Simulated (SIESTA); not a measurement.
# ZrB2 in SIESTA: the effect of Hubbard term

The system is ZrB2.

```xyz
3
Lattice="3.1700 0.0000 0.0000 -1.5850 2.7453 0.0000 0.0000 0.0000 3.5330" Properties=species:S:1:pos:R:3 pbc="T T T"
Zr    0.0000    0.0000    0.0000
B     1.5850    0.9151    1.7665
B     0.0000    1.8302    1.7665
```

Alike in all runs:

```yaml
Program: SIESTA 5.4.2
Task: band structure
Functional: PBE
Potentials_or_basis: PseudoDojo 0.4 standard (PBE files)
Basis: DZP (energy shift 0.003 Ry; two zetas on semicore shells)
Grid_cutoff: 800 Ry
Energy_shift: 0.003 Ry
k_mesh: 10 × 10 × 8
Occupations: fermi-dirac, width 0.05 eV
Spin: no spin polarisation
Hubbard_projector_method: 1
U_from_the_first_cycle: yes
```

```tsv
Hubbard term	pressure (GPa)
none	1.7
Zr d U = 2 eV	5.6
Zr d U = 4 eV	9.9
Zr d U = 6 eV	14.5
Zr d U = 8 eV	?
```

Task: What does the run with Hubbard term Zr d U = 8 eV give?

Result: Pressure 19.4 GPa.

Worked out: A parabola through the other rows of the pressure, of slope 2.57 GPa per eV there, extrapolates to 19.5 GPa, against the run's 19.4.

Caveats: the basis of atomic orbitals isn't converged, which shifts pressures, moduli and gaps; U without spin polarisation on a metal has little footing (some runs); the U is typed as a test and isn't derived for this compound (some runs).
